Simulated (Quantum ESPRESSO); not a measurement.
Cr, 1 atom in the cell. The structure is cubic, space group Im-3m (No. 229). Conventional cell: a = 2.969 Å, b = 2.969 Å, c = 2.969 Å, α = 90.00°, β = 90.00°, γ = 90.00°. Cr (site symmetry m-3m) is surrounded by 8 Cr at 2.57 Å. 

| Item | Value |
| --- | --- |
| Program | Quantum ESPRESSO 7.5 |
| Task | phonons |
| Functional | PBE |
| Potentials or basis | GBRV 1.5 PBE |
| Cutoff | 612 eV |
| Density cutoff | 4898 eV |
| k mesh | 10 × 10 × 10 |
| Occupations | cold, width 0.2 eV |
| Spin | collinear spin, ferromagnetic start |
| Starting moments | [3.0] μB |
| Mixing beta | 0.3 |
| Most SCF iterations | 120 |
| SCF threshold | 2e-10 Ry |

Potentials or basis: GBRV 1.5 PBE.

The run is started by

```bash
$ OMP_NUM_THREADS=1 mpirun -n 4 pw.x -nk 4 -in pw.in > pw.out
$ OMP_NUM_THREADS=1 mpirun -n 4 pw.x -nk 4 -in relax.in > relax.out
$ OMP_NUM_THREADS=1 mpirun -n 4 pw.x -nk 4 -in scf2.in > scf2.out
$ OMP_NUM_THREADS=1 mpirun -n 4 ph.x -nk 4 -in ph.in > ph.out
```

Hardware: 4 MPI ranks on AMD EPYC 7571, with other jobs on the host.

Problem. Estimate the wall time of this run.

Solution. Run time: 2.2 min on 4 MPI ranks on AMD EPYC 7571, on a shared host, peak memory 0.36 GiB a rank. Counts: scf iterations 78, k pools 4, bands 16, ion steps 5, k points 47, g dense 10149.
